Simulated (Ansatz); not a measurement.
# HfC (P6_3/mmc) in Ansatz: further runs

The runs below take HfC through band structure, single point, equation of state, with LDA.

All numbers are computed with Ansatz 0.2.0; they aren't measurements. Logs are shortened: lines on timing, memory, paths and dates and some standing lists are left out, and cuts for length are marked.

## (1) Starting point

The structure is hexagonal, space group P6_3/mmc (No. 194). Conventional cell: a = 3.343 Å, b = 3.343 Å, c = 5.203 Å, α = 90.00°, β = 90.00°, γ = 120.00°. Hf (site symmetry -6m2) is surrounded by 6 C at 2.33 Å. C (site symmetry -3m) has 6 Hf at 2.33 Å and 2 C at 2.60 Å as nearest neighbours.

The cell comes from a database or a generator and needn't be the stable form of this composition.

## (2) Band structure, LDA

Input file input.yaml:

```yaml
crystal:
  lattice:
    - [3.3428660531, 0.0, 0.0]
    - [-1.6714330265, 2.8950069234, 0.0]
    - [0.0, 0.0, 5.202714]
  atoms:
    - { symbol: Hf, position: [0.3333333333, 0.6666666667, 0.25] }
    - { symbol: Hf, position: [0.6666666667, 0.3333333333, 0.75] }
    - { symbol: C, position: [0.0, 0.0, 0.5] }
    - { symbol: C, position: [0.0, 0.0, 0.0] }
hamiltonian:
  xc: lda
  pseudopotentials: { kind: paw }
kpoints:
  mp_grid: { grid: [9, 9, 5] }
  band_path:
    path:
      - [[0.0, 0.0, 0.0], [0.5, 0.0, 0.0], [0.3333333333, 0.3333333333, 0.0], [0.0, 0.0, 0.0], [0.0, 0.0, 0.5], [0.5, 0.0, 0.5], [0.3333333333, 0.3333333333, 0.5], [0.0, 0.0, 0.5]]
      - [[0.5, 0.0, 0.5], [0.5, 0.0, 0.0]]
      - [[0.3333333333, 0.3333333333, 0.0], [0.3333333333, 0.3333333333, 0.5]]
    npoints: 14
scf:
  occupations: { method: fermi_dirac, width: 0.05 }
  n_extra_bands: 10
output:
  forces: true
  stress: true
  eigenvalues: true
  fatbands: true
```

Potentials or basis: Ansatz PAW.

The run is started by

```bash
> ansatz run input.yaml --threads 2 --pin off --max-ram 5632MiB --backend cpu --events-out ev --progress --plain --runs-dir out
```

Output:

```text
Warning: RAYON_NUM_THREADS=2 ignored (pool sized by the plan → 2); use --threads N
scf.n_extra_bands = 10 over 30 filled bands (N_el = 60.0): the run solves 40 bands
Engine: ansatz 0.2.0, x86_64-unknown-linux-gnu
Pseudopotentials: kind: paw
Pseudopotential: Hf, paw, valence charge 26, recommended cutoff 420 eV (normal), Hf.paw.azcp
Pseudopotential: C, paw, valence charge 4, recommended cutoff 420 eV (normal), C.paw.azcp
Functional definition: SPW92
  exchange = slater_x
  correlation = pw_c
Crystal: 4 atoms, lattice volume = 50.350 Å³
Basis set: ecut = 420 eV, 977 PW (Γ)
Bands: 40, of which v1, the nominal top of the filled ones, is band 30 counted from 1 (29 counted from 0)
Symmetry: 24 space group operations
Space group: P63/mmc (ITA 194), of the structure as read, at distance tolerance 3.7e-5 Å
k-points: 36 of 405
Non-local potential: Hf, projectors of the file, l = 0: 3, l = 1: 2, l = 2: 2, l = 3: 3
Non-local potential: C, projectors of the file, l = 0: 2, l = 1: 2, l = 2: 1
PAW form: soft (Blöchl's): semilocal exchange-correlation on the pseudo side does not see the compensation charge
PAW frozen core: Hf, regenerated for the run's functional, and the local potential with it (the file was generated under x = pbe(κ = 0.804, μ = 0.2195149727645171), c = pbe(β = 0.06672455060314922))
PAW frozen core: C, regenerated for the run's functional, and the local potential with it (the file was generated under x = pbe(κ = 0.804, μ = 0.2195149727645171), c = pbe(β = 0.06672455060314922))
PAW one-centre angular grid: Hf, 590 points (default); XC on 64 Gauss nodes
PAW one-centre angular grid: C, 110 points (default); XC on 64 Gauss nodes
Initial density: superposition of atomic densities (neutral atoms: chi_scale 0, normalization atom), corrected by the library's trained network
Initial wavefunctions: pseudopotential atomic-orbital guess
Functional: x = slater, c = lda
SCF iter   1: F=—  HF=-31442.916739 eV  |F-HF|=—  |Δ(HF+E_count)|=         —  Δρ=1.36e-2  dr2=1.11e-1  ethr=1.77e-3  ⟨swp⟩=4.9  Hψ=4602  notcnv=0  defer=26
preconditioner: auto → Kerker (q_TF=auto, 2.809 Å⁻¹)  [metal: Δε(μ)=0.090 eV  Ē_g=18.770 eV  σ=0.050 eV  W_gap=0.38  n_scr=22 (ndim 8)  ℏωp=39.2 eV  f_vac=0.000  D(μ)=0.74/eV (n_scr^D=2)]
SCF iter   2: F=—  HF=-31442.894372 eV  |F-HF|=—  |Δ(HF+E_count)|=   2.24e-2  Δρ=5.77e-3  dr2=1.27e-2  ethr=1.85e-4  ⟨swp⟩=2.0  Hψ=1971  notcnv=0  defer=112
SCF iter   3: F=—  HF=-31442.892262 eV  |F-HF|=—  |Δ(HF+E_count)|=   2.11e-3  Δρ=2.37e-3  dr2=1.87e-3  ethr=2.11e-5  ⟨swp⟩=2.0  Hψ=2091  notcnv=0  defer=112
SCF iter   4: F=—  HF=-31442.891162 eV  |F-HF|=—  |Δ(HF+E_count)|=   1.10e-3  Δρ=1.33e-3  dr2=4.10e-4  ethr=3.11e-6  ⟨swp⟩=2.0  Hψ=2312  notcnv=0  defer=112
SCF iter   5: F=—  HF=-31442.891119 eV  |F-HF|=—  |Δ(HF+E_count)|=   4.33e-5  Δρ=2.54e-4  dr2=1.58e-5  ethr=6.83e-7  ⟨swp⟩=2.1  Hψ=2409  notcnv=0  defer=112
SCF iter   6: F=—  HF=-31442.891112 eV  |F-HF|=—  |Δ(HF+E_count)|=   6.79e-6  Δρ=9.97e-5  dr2=2.61e-6  ethr=2.63e-8  ⟨swp⟩=2.9  Hψ=2556  notcnv=0  defer=112
SCF iter   7: F=—  HF=-31442.891107 eV  |F-HF|=—  |Δ(HF+E_count)|=   5.30e-6  Δρ=4.40e-5  dr2=5.28e-7  ethr=4.35e-9  ⟨swp⟩=2.8  Hψ=2447  notcnv=0  defer=112
SCF iter   8: F=—  HF=-31442.891106 eV  |F-HF|=—  |Δ(HF+E_count)|=   6.79e-7  Δρ=1.20e-5  dr2=4.08e-8  ethr=1.67e-10  ⟨swp⟩=8.8  Hψ=7771  notcnv=0
SCF iter   9: F=-31442.891106 eV  HF=-31442.891106 eV  |F-HF|=4.14e-9  |Δ(HF+E_count)|=   7.53e-8  Δρ=1.48e-6  dr2=6.85e-10  ethr=6.80e-11  ⟨swp⟩=5.2  Hψ=5251  notcnv=0
SCF 1 converged in 9 iterations: F = -31442.891106 eV  dr2 = 6.85e-10
NSCF: frozen V_eff on 129 k-points
SCF converged after 9 iterations
Free energy (F): -31442.891106 eV
Harris-Foulkes:  -31442.891106 eV  (|F-HF|=4.14e-9)
Internal energy: -31442.886238 eV  (E = F + TS)
E sigma→0 (E₀):  -31442.888672 eV
Entropy (-TS):   -0.004868 eV (-1.217 meV/atom)
Fermi energy:    20.146372 eV
--- Per-component energies (eV) ---
  E_band       = 205.308838
  E_kinetic    = 1022.823135
  E_local      = -10024.766840  (includes V_loc(G=0)·N_el)
  E_nonlocal   = -2409.121693
  E_hartree    = 4727.251649
  E_xc         = -691.644535
  E_vxc        = -653.410391  (∫ρ·V_xc dr)
  E_paw        = -13554.070851  (= ΣΔE_a)
  E_vpaw       = 2815.283934  (= ΣTr[D̂ρ^β])
  E_aug_tail   = 0.000011  (compensation charges beyond the density's cutoff)
  E_ewald      = -10518.397263
  E_core_change = 5.040150  (= ΣΔE_core)
  E_smearing   = -0.004868  (= −TS)
  E_closure    = -0.000000  (closes the sum)
  Σ components = -31442.891106   (vs F -31442.891106, Δ=0.00e0)
--- Forces (eV/Å), atoms counted from 1 ---
  atom   1  Hf    -0.00000000     0.00000000     0.00000000
  atom   2  Hf     0.00000000    -0.00000000    -0.00000000
  atom   3  C      0.00000000    -0.00000000    -0.00000000
  atom   4  C      0.00000000    -0.00000000    -0.00000000
  max |Σ_I F_I| component: 5.55e-17 eV/Å
--- Stress (GPa, compression-positive) ---
      -13.717313       0.000000      -0.000000
        0.000000     -13.717313      -0.000000
       -0.000000      -0.000000     -10.370774
  P = ⅓ Tr σ = -12.6018 GPa (-126.018 kbar)
--- Band table (eV; the first three rows and the last of 36) ---
  k-point 0: bands = ["-41.2530", "-41.2035", "-10.4053", "-9.8364", "-9.8364", "-9.7460", "-9.7460", "-9.6612", "7.2870", "8.7195", "8.7335", "8.7349", "8.7413", "8.7413", "8.7775", "8.7775", "8.7843", "8.7843", "8.8017", "8.8029", "8.8029", "8.8045", "8.8079", "11.8616", "13.3556", "17.0952", "17.0952", "19.0454", "19.0454", "21.1734", "21.5685", "21.5685", "22.0402", "22.0402", "22.5099", "23.6379", "24.3149", "28.2292", "28.2292", "28.9996"]
  k-point 1: bands = ["-41.2483", "-41.2083", "-10.3388", "-9.8278", "-9.8278", "-9.7547", "-9.7547", "-9.7373", "7.5353", "8.6883", "8.7385", "8.7391", "8.7391", "8.7492", "8.7699", "8.7699", "8.7870", "8.7870", "8.8048", "8.8076", "8.8115", "8.8115", "8.8181", "10.8857", "14.4721", "17.1375", "17.1375", "18.5397", "18.5397", "20.0682", "22.3770", "22.3770", "22.4686", "22.4686", "22.8226", "23.8597", "24.8870", "27.6209", "27.6209", "27.6623"]
  k-point 2: bands = ["-41.2360", "-41.2207", "-10.1605", "-9.9310", "-9.8052", "-9.8052", "-9.7773", "-9.7773", "8.1717", "8.5991", "8.7406", "8.7406", "8.7500", "8.7515", "8.7515", "8.7559", "8.8036", "8.8036", "8.8057", "8.8067", "8.8139", "8.8139", "8.9312", "9.6295", "16.2245", "17.3411", "17.3411", "17.8160", "17.8160", "18.1468", "23.5785", "23.5785", "23.7002", "23.8257", "23.8257", "24.3160", "25.1738", "25.6284", "25.9570", "25.9570"]
  k-point 35: bands = ["-41.2035", "-41.2035", "-10.2302", "-10.2302", "-10.1788", "-10.0920", "-9.7906", "-9.7906", "8.6747", "8.7112", "8.7485", "8.7485", "8.7707", "8.7707", "8.7730", "8.7808", "8.7844", "8.7844", "8.7856", "8.7856", "8.7914", "8.7914", "10.3238", "10.5434", "15.0898", "15.0898", "17.1431", "17.7250", "17.7250", "18.5126", "21.9261", "21.9261", "23.6302", "23.6302", "26.9571", "27.1610", "27.2785", "27.2785", "28.1674", "28.2740"]
```

bands.tsv:

```text
# k_distance	band_0	band_1	band_2	band_3	band_4	band_5	band_6	band_7	band_8	band_9	band_10	band_11	band_12	band_13	band_14	band_15	band_16	band_17	band_18	band_19	band_20	band_21	band_22	band_23	band_24	band_25	band_26	band_27	band_28	band_29	band_30	band_31	band_32	band_33	band_34	band_35	band_36	band_37	band_38	band_39
[... 149 lines left out ...]
7.741025	-61.349822	-61.349822	-30.386472	-30.386472	-30.281964	-30.281964	-29.926246	-29.926246	-11.453369	-11.453369	-11.397235	-11.397235	-11.375525	-11.375525	-11.370747	-11.370747	-11.362324	-11.362324	-11.359002	-11.359002	-11.357188	-11.357188	-9.714165	-9.714165	-5.109276	-5.109276	-2.357406	-2.357406	-2.341396	-2.341396	1.918403	1.918403	3.294277	3.294277	7.016253	7.016253	7.069853	7.069853	7.940571	7.940571
```

It took 6 s on 2 threads of Intel Xeon Platinum 8375C at 2.90GHz (Ice Lake), shared host; peak memory 0.41 GiB.

Results:

| Quantity | Value |
| --- | --- |
| Free energy | -31442.8911 eV |
| Pressure | -12.6 GPa |
| Band gap on the k mesh | none (metal or under the smearing width) |

Levels at the corners of the path, in eV from the Fermi level:
| point | band 28 | band 29 | band 30 | band 31 | band 32 | band 33 |
| --- | --- | --- | --- | --- | --- | --- |
| Γ | -1.10 | -1.10 | 1.03 | 1.42 | 1.42 | 1.89 |
| M | -3.22 | -1.75 | -1.03 | 1.49 | 4.30 | 4.74 |
| K | -3.51 | -3.51 | 0.60 | 1.03 | 1.03 | 4.91 |
| Γ | -1.10 | -1.10 | 1.03 | 1.42 | 1.42 | 1.89 |
| A | -2.60 | -2.60 | -2.60 | 3.93 | 3.93 | 3.93 |
| L | -2.96 | -2.32 | -2.32 | 1.38 | 1.38 | 4.64 |
| H | -2.36 | -2.34 | -2.34 | 1.92 | 1.92 | 3.29 |
| A | -2.60 | -2.60 | -2.60 | 3.93 | 3.93 | 3.93 |
| L | -2.96 | -2.32 | -2.32 | 1.38 | 1.38 | 4.64 |
| M | -3.22 | -1.75 | -1.03 | 1.49 | 4.30 | 4.74 |
| K | -3.51 | -3.51 | 0.60 | 1.03 | 1.03 | 4.91 |
| H | -2.36 | -2.34 | -2.34 | 1.92 | 1.92 | 3.29 |

Caveat: spin-orbit coupling is left out, which moves the levels of the heavy elements; the PAW data sets come from PBE, with cores solved anew for the run's functional, which leaves a small shift of forces and pressure.

## (3) Single point, LDA, 11.83 Å³/atom (volume scaled by 0.94)

Input file input.yaml:

```yaml
crystal:
  lattice:
    - [3.2746251489, 0.0, 0.0]
    - [-1.6373125744, 2.8359085668, 0.0]
    - [0.0, 0.0, 5.096506362]
  atoms:
    - { symbol: Hf, position: [0.3333333333, 0.6666666667, 0.25] }
    - { symbol: Hf, position: [0.6666666667, 0.3333333333, 0.75] }
    - { symbol: C, position: [0.0, 0.0, 0.5] }
    - { symbol: C, position: [0.0, 0.0, 0.0] }
hamiltonian:
  xc: lda
  pseudopotentials: { kind: paw }
kpoints:
  mp_grid: { grid: [9, 9, 5] }
scf:
  occupations: { method: fermi_dirac, width: 0.05 }
output:
  forces: true
  stress: true
  eigenvalues: true
```

Potentials or basis: Ansatz PAW.

The run is started by

```bash
> ansatz run input.yaml --threads 2 --pin off --max-ram 5632MiB --backend cpu --events-out ev --progress --plain --runs-dir out
```

Wall time 1.8 s (2 threads of Intel Xeon Platinum 8375C at 2.90GHz (Ice Lake), shared host); peak memory 0.41 GiB.

Results (log left out):

```yaml
Free_energy: -31442.9974 eV
Pressure: 2.1 GPa
Band_gap_on_the_k_mesh: none (metal or under the smearing width)
```

Caveat: the pressure holds a Pulay correction of +0.3 GPa for the finite cutoff; the PAW data sets come from PBE, with cores solved anew for the run's functional, which leaves a small shift of forces and pressure.

## (4) Single point, LDA, 12.08 Å³/atom (volume scaled by 0.96)

Changes to input.yaml since step 3:

```diff
@@ -2,5 +2,5 @@
   lattice:
-    - [3.2746251489, 0.0, 0.0]
-    - [-1.6373125744, 2.8359085668, 0.0]
-    - [0.0, 0.0, 5.096506362]
+    - [3.2976866492, 0.0, 0.0]
+    - [-1.6488433246, 2.8558804119, 0.0]
+    - [0.0, 0.0, 5.1323984344]
   atoms:
```

The run is started by

```bash
> ansatz run input.yaml --threads 2 --pin off --max-ram 5632MiB --backend cpu --events-out ev --progress --plain --runs-dir out
```

Wall time 2 s (2 threads of Intel Xeon Platinum 8375C at 2.90GHz (Ice Lake), shared host); peak memory 0.41 GiB.

Results (log left out):

| Quantity | Value |
| --- | --- |
| Free energy | -31442.9932 eV |
| Pressure | -3.3 GPa |
| Band gap on the k mesh | none (metal or under the smearing width) |

Caveat: the pressure holds a Pulay correction of +0.3 GPa for the finite cutoff; the PAW data sets come from PBE, with cores solved anew for the run's functional, which leaves a small shift of forces and pressure.

## (5) Single point, LDA, 12.34 Å³/atom (volume scaled by 0.98)

Changes to input.yaml since step 4:

```diff
@@ -2,5 +2,5 @@
   lattice:
-    - [3.2976866492, 0.0, 0.0]
-    - [-1.6488433246, 2.8558804119, 0.0]
-    - [0.0, 0.0, 5.1323984344]
+    - [3.3204300345, 0.0, 0.0]
+    - [-1.6602150172, 2.8755767613, 0.0]
+    - [0.0, 0.0, 5.1677954043]
   atoms:
```

The run is started by

```bash
> ansatz run input.yaml --threads 2 --pin off --max-ram 5632MiB --backend cpu --events-out ev --progress --plain --runs-dir out
```

It took 1.8 s on 2 threads of Intel Xeon Platinum 8375C at 2.90GHz (Ice Lake), shared host; peak memory 0.41 GiB.

Results (log left out):

```
Free energy            : -31442.9567 eV
Pressure               : -8.2 GPa
Band gap on the k mesh : none (metal or under the smearing width)
```

Caveat: the PAW data sets come from PBE, with cores solved anew for the run's functional, which leaves a small shift of forces and pressure.

## (6) Single point, LDA, 12.59 Å³/atom

Changes to input.yaml since step 5:

```diff
@@ -2,5 +2,5 @@
   lattice:
-    - [3.3204300345, 0.0, 0.0]
-    - [-1.6602150172, 2.8755767613, 0.0]
-    - [0.0, 0.0, 5.1677954043]
+    - [3.3428660531, 0.0, 0.0]
+    - [-1.6714330265, 2.8950069234, 0.0]
+    - [0.0, 0.0, 5.202714]
   atoms:
@@ -21 +21,5 @@
   eigenvalues: true
+  write_density: true
+  write_potential: true
+  elf: true
+  volumetric_format: npy
```

Potentials or basis: Ansatz PAW.

The run is started by

```bash
> ansatz run input.yaml --threads 2 --pin off --max-ram 5632MiB --backend cpu --events-out ev --progress --plain --runs-dir out
```

It took 2.1 s on 2 threads of Intel Xeon Platinum 8375C at 2.90GHz (Ice Lake), shared host; peak memory 0.42 GiB.

The run converged. Its results:

```yaml
Free_energy: -31442.8911 eV
Pressure: -12.6 GPa
Band_gap_on_the_k_mesh: none (metal or under the smearing width)
```

Caveat: the PAW data sets come from PBE, with cores solved anew for the run's functional, which leaves a small shift of forces and pressure.

## (7) Single point, LDA, 12.84 Å³/atom (volume scaled by 1.02)

Changes to input.yaml since step 6:

```diff
@@ -2,5 +2,5 @@
   lattice:
-    - [3.3428660531, 0.0, 0.0]
-    - [-1.6714330265, 2.8950069234, 0.0]
-    - [0.0, 0.0, 5.202714]
+    - [3.3650048841, 0.0, 0.0]
+    - [-1.682502442, 2.9141797134, 0.0]
+    - [0.0, 0.0, 5.2371700637]
   atoms:
@@ -21,5 +21 @@
   eigenvalues: true
-  write_density: true
-  write_potential: true
-  elf: true
-  volumetric_format: npy
```

The run is started by

```bash
> ansatz run input.yaml --threads 2 --pin off --max-ram 5632MiB --backend cpu --events-out ev --progress --plain --runs-dir out
```

Wall time 1.7 s (2 threads of Intel Xeon Platinum 8375C at 2.90GHz (Ice Lake), shared host); peak memory 0.41 GiB.

Results (log left out):

```yaml
Free_energy: -31442.7992 eV
Pressure: -16.6 GPa
Band_gap_on_the_k_mesh: none (metal or under the smearing width)
```

Caveat: the PAW data sets come from PBE, with cores solved anew for the run's functional, which leaves a small shift of forces and pressure.

## (8) Single point, LDA, 13.09 Å³/atom (volume scaled by 1.04)

Changes to input.yaml since step 7:

```diff
@@ -2,5 +2,5 @@
   lattice:
-    - [3.3650048841, 0.0, 0.0]
-    - [-1.682502442, 2.9141797134, 0.0]
-    - [0.0, 0.0, 5.2371700637]
+    - [3.3868561774, 0.0, 0.0]
+    - [-1.6934280887, 2.9331034886, 0.0]
+    - [0.0, 0.0, 5.2711786145]
   atoms:
@@ -21 +21,5 @@
   eigenvalues: true
+  write_density: true
+  write_potential: true
+  elf: true
+  volumetric_format: npy
```

The run is started by

```bash
> ansatz run input.yaml --threads 2 --pin off --max-ram 5632MiB --backend cpu --events-out ev --progress --plain --runs-dir out
```

It took 2.4 s on 2 threads of Intel Xeon Platinum 8375C at 2.90GHz (Ice Lake), shared host; peak memory 0.42 GiB.

Results (log left out):

```
Free energy            : -31442.6838 eV
Pressure               : -20.1 GPa
Band gap on the k mesh : none (metal or under the smearing width)
```

Caveat: the PAW data sets come from PBE, with cores solved anew for the run's functional, which leaves a small shift of forces and pressure.

## (9) Single point, LDA, 13.34 Å³/atom (volume scaled by 1.06)

Changes to input.yaml since step 8:

```diff
@@ -2,5 +2,5 @@
   lattice:
-    - [3.3868561774, 0.0, 0.0]
-    - [-1.6934280887, 2.9331034886, 0.0]
-    - [0.0, 0.0, 5.2711786145]
+    - [3.4084290914, 0.0, 0.0]
+    - [-1.7042145456, 2.9517861801, 0.0]
+    - [0.0, 0.0, 5.3047539058]
   atoms:
```

Potentials or basis: Ansatz PAW.

The run is started by

```bash
> ansatz run input.yaml --threads 2 --pin off --max-ram 5632MiB --backend cpu --events-out ev --progress --plain --runs-dir out
```

Run time: 2.4 s. Hardware: 2 threads of Intel Xeon Platinum 8375C at 2.90GHz (Ice Lake), shared host; peak memory 0.43 GiB.

Results (log left out):

```
Free energy            : -31442.5473 eV
Pressure               : -23.3 GPa
Band gap on the k mesh : none (metal or under the smearing width)
```

Caveat: the PAW data sets come from PBE, with cores solved anew for the run's functional, which leaves a small shift of forces and pressure.

## (10) Equation of state, LDA

No new run: the results of the series are fitted here.

Results:

| Quantity | Value |
| --- | --- |
| Equilibrium volume | 11.93 Å³/atom |
| Bulk modulus at fixed shape and positions | 260 GPa |
| Pressure derivative of the bulk modulus | 4.0 |

Energy against volume, from the lowest point:
```
volume (Å³/atom)  energy (meV/atom)
          11.832               0.00
          12.084               1.04
          12.336              10.19
          12.587              26.58
          12.839              49.54
          13.091              78.40
          13.343             112.53
```

Caveat: the cell was scaled at fixed shape and fractional positions, which overstates the stiffness of a crystal with free parameters, most of all of layers and chains.
